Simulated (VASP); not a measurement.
AgCl:

```
Ag Cl
1.0
     3.43397    0.00000    0.00000
     0.00000    3.43397    0.00000
     0.00000    0.00000    3.43397
Ag Cl
1 1
Direct
  0.00000 0.00000 0.00000
  0.50000 0.50000 0.50000
```

Measurements of this composition are mostly on another form, of space group No. 225.

Base run:

| Quantity | Value |
| --- | --- |
| Program | VASP 6.6.1 |
| Functional | PBE |
| Potentials or basis | VASP PAW PBE potentials, release 64 (Ag_GW, Cl_GW) |
| Cutoff | 500 eV |
| k mesh | 5 × 5 × 5 |
| Occupations | gaussian, width 0.02 eV |
| Spin | no spin polarisation |

Its results: band gap on the k mesh 0.67 eV, indirect (least direct gap 2.07 eV); pressure -0.2 GPa.

Q: After a change of settings the same cell gave: band gap on the k mesh 0.81 eV, indirect (least direct gap 2.03 eV); pressure -0.2 GPa. Which change was it?
A. cutoff from 500 eV to 350 eV; k mesh from 5 × 5 × 5 to 3 × 3 × 3
B. cutoff from 500 eV to 450 eV; k mesh from 5 × 5 × 5 to 4 × 4 × 4; further incar settings from ALGO = Normal; EDIFF = 1e-06; NBANDS = 16 to ALGO = Fast; EDIFF = 1e-06
C. cutoff from 500 eV to 450 eV; k mesh from 5 × 5 × 5 to 4 × 4 × 4; further incar settings from ALGO = Normal; EDIFF = 1e-06; NBANDS = 16 to ALGO = Normal; EDIFF = 1e-07

A: A.

Caveats: some runs use coarse meshes; an odd mesh through Γ misses points on the zone boundary, where band edges often lie.
